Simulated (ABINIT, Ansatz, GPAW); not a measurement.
# One calculation of V, 3 ways

```
CELL_PARAMETERS angstrom
-1.51435 1.51435 1.51435
1.51435 -1.51435 1.51435
1.51435 1.51435 -1.51435
ATOMIC_POSITIONS crystal
V 0.00000 0.00000 0.00000
```

Alike in all runs: task band structure; functional BLYP; k mesh 12 × 12 × 12; occupations fermi-dirac, width 0.05 eV; collinear spin, ferromagnetic start; no spin-orbit coupling. Pressure is positive in compression and, in plane waves, holds the error of the finite cutoff.

```csv
program and potentials,plane-wave cutoff (eV),notes,pressure (GPa),net moment per atom (μB)
"Ansatz, all-electron LAPW, scalar-relativistic",-,-,-0.65,0.00
"GPAW, PAW data sets generated for this functional",600,-,-0.43,0.00
"ABINIT, JTH PAW PBE v2.0",408,potentials made for PBE,-0.11,0.00
```

The pressure spans -0.65 (Ansatz, all-electron LAPW, scalar-relativistic) to -0.11 GPa (ABINIT, JTH PAW PBE v2.0), with all-electron results at -0.65. All agree on the net moment per atom. The state is the one that the start led to, which needn't be the lowest.

Differences between rows come from potentials, basis sets and numerical settings, since the functional is the same but for its coding. Runs on potential files found faulty are left out.

All three calculations lose the initial ferromagnetic moment, in keeping with the known paramagnetism of bcc vanadium. The reason is the Stoner balance: the 3d orbitals overlap strongly with those of neighbouring atoms and form a broad, less than half-filled band, so the exchange energy gained by polarising the spins doesn't repay the kinetic cost. In iron, by contrast, a higher density of states at the Fermi level tips the balance towards ferromagnetism.

The pressures are all slightly negative and tiny beside vanadium's bulk modulus, so the cell lies close to the BLYP equilibrium volume, probably just on the expanded side. Since this cell is also close to the measured one, the functional appears to describe the volume well. That needn't carry over to the cohesive energy, because LYP correlation doesn't recover the uniform electron gas, a limit that matters for metals. With one atom in the primitive cell, antiferromagnetic order and spin-density waves could not have appeared, so the vanishing moment speaks only against uniform ferromagnetism.
